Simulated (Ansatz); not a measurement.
A relaxation computed with Ansatz, from input to last step.

```yaml
crystal:
  lattice:
    - [3.317853269, 0.0, 0.0]
    - [-1.6589266345, 2.873345217, 0.0]
    - [0.0, 0.0, 24.06851927]
  atoms:
    - { symbol: W, position: [0.66666667, 0.33333333, 0.14153752] }
    - { symbol: W, position: [0.33333333, 0.66666667, 0.85846248] }
    - { symbol: Se, position: [0.33333333, 0.66666667, 0.21059449] }
    - { symbol: Se, position: [0.66666667, 0.33333333, 0.9275621] }
    - { symbol: Se, position: [0.33333333, 0.66666667, 0.0724379] }
    - { symbol: Se, position: [0.66666667, 0.33333333, 0.78940551] }
basis:
  ecutwfc: 420
kpoints:
  mp_grid: { grid: [12, 12, 2] }
hamiltonian:
  xc: pbesol
  dispersion: d3bj
scf:
  occupations: { method: gaussian, width: 0.02 }
output:
  forces: true
  stress: true
  eigenvalues: true
relax:
  adjacent_minimum: "off"
  f_tol: 0.01
  max_steps: 40
```

```bash
ansatz run input.yaml --threads 1 --pin off --max-ram 2560MiB --backend cpu --events-out ev --progress --plain --runs-dir out
```

All numbers below come from Ansatz 0.2.0, DFT PBEsol+D3(BJ), scalar-relativistic, plane waves, PAW.

Of 6 frames 6 are shown, positions in Å and forces in eV/Å; the SCF threshold varies from step to step.

```xyz
6
Lattice="3.3179 0.0000 0.0000 -1.6589 2.8733 0.0000 0.0000 0.0000 24.0685" Properties=species:S:1:pos:R:3:forces:R:3 pbc="T T T" step=1 free_energy_over_end_meV_per_atom=17.82
W     1.6589    0.9578    3.4066    0.0000    0.0000   -0.0728
W     0.0000    1.9156   20.6619    0.0000    0.0000    0.0728
Se    0.0000    1.9156    5.0687    0.0000    0.0000   -0.2071
Se    1.6589    0.9578   22.3250    0.0000    0.0000   -0.0596
Se    0.0000    1.9156    1.7435    0.0000    0.0000    0.0596
Se    1.6589    0.9578   18.9998    0.0000    0.0000    0.2071
6
Lattice="3.3179 0.0000 0.0000 -1.6589 2.8733 0.0000 0.0000 0.0000 24.0685" Properties=species:S:1:pos:R:3:forces:R:3 pbc="T T T" step=2 free_energy_over_end_meV_per_atom=5.95
W     1.6589    0.9578    3.2337    0.0000    0.0000   -0.0608
W     0.0000    1.9156   20.8348    0.0000    0.0000    0.0608
Se    0.0000    1.9156    4.8785    0.0000    0.0000    0.0957
Se    1.6589    0.9578   22.4807    0.0000    0.0000    0.2174
Se    0.0000    1.9156    1.5878    0.0000    0.0000   -0.2174
Se    1.6589    0.9578   19.1900    0.0000    0.0000   -0.0957
6
Lattice="3.3179 0.0000 0.0000 -1.6589 2.8733 0.0000 0.0000 0.0000 24.0685" Properties=species:S:1:pos:R:3:forces:R:3 pbc="T T T" step=3 free_energy_over_end_meV_per_atom=0.54
W     1.6589    0.9578    3.0527    0.0000    0.0000    0.0079
W     0.0000    1.9156   21.0158    0.0000    0.0000   -0.0079
Se    0.0000    1.9156    4.7084    0.0000    0.0000   -0.1056
Se    1.6589    0.9578   22.6726    0.0000    0.0000   -0.1622
Se    0.0000    1.9156    1.3959    0.0000    0.0000    0.1622
Se    1.6589    0.9578   19.3601    0.0000    0.0000    0.1056
6
Lattice="3.3179 0.0000 0.0000 -1.6589 2.8733 0.0000 0.0000 0.0000 24.0685" Properties=species:S:1:pos:R:3:forces:R:3 pbc="T T T" step=4 free_energy_over_end_meV_per_atom=0.01
W     1.6589    0.9578    3.0808    0.0000    0.0000   -0.0001
W     0.0000    1.9156   20.9877    0.0000    0.0000    0.0001
Se    0.0000    1.9156    4.7304    0.0000    0.0000    0.0062
Se    1.6589    0.9578   22.6376    0.0000    0.0000    0.0126
Se    0.0000    1.9156    1.4310    0.0000    0.0000   -0.0126
Se    1.6589    0.9578   19.3381    0.0000    0.0000   -0.0062
6
Lattice="3.3179 0.0000 0.0000 -1.6589 2.8733 0.0000 0.0000 0.0000 24.0685" Properties=species:S:1:pos:R:3:forces:R:3 pbc="T T T" step=5 free_energy_over_end_meV_per_atom=0.00
W     1.6589    0.9578    3.0808    0.0000    0.0000   -0.0004
W     0.0000    1.9156   20.9877    0.0000    0.0000    0.0004
Se    0.0000    1.9156    4.7304    0.0000    0.0000    0.0057
Se    1.6589    0.9578   22.6376    0.0000    0.0000    0.0116
Se    0.0000    1.9156    1.4310    0.0000    0.0000   -0.0116
Se    1.6589    0.9578   19.3381    0.0000    0.0000   -0.0057
6
Lattice="3.3179 0.0000 0.0000 -1.6589 2.8733 0.0000 0.0000 0.0000 24.0685" Properties=species:S:1:pos:R:3:forces:R:3 pbc="T T T" step=6 free_energy_over_end_meV_per_atom=0.00
W     1.6589    0.9578    3.0782    0.0000    0.0000   -0.0001
W     0.0000    1.9156   20.9903    0.0000    0.0000    0.0001
Se    0.0000    1.9156    4.7281    0.0000    0.0000   -0.0006
Se    1.6589    0.9578   22.6407    0.0000    0.0000   -0.0001
Se    0.0000    1.9156    1.4279    0.0000    0.0000    0.0001
Se    1.6589    0.9578   19.3404    0.0000    0.0000    0.0006
```

It took 71 s on 1 thread of Intel(R) Xeon(R) 6975P-C (Granite Rapids), on a shared host, peak memory 0.72 GiB.

Spin–orbit coupling is left out, which can shift energies with elements as heavy as these.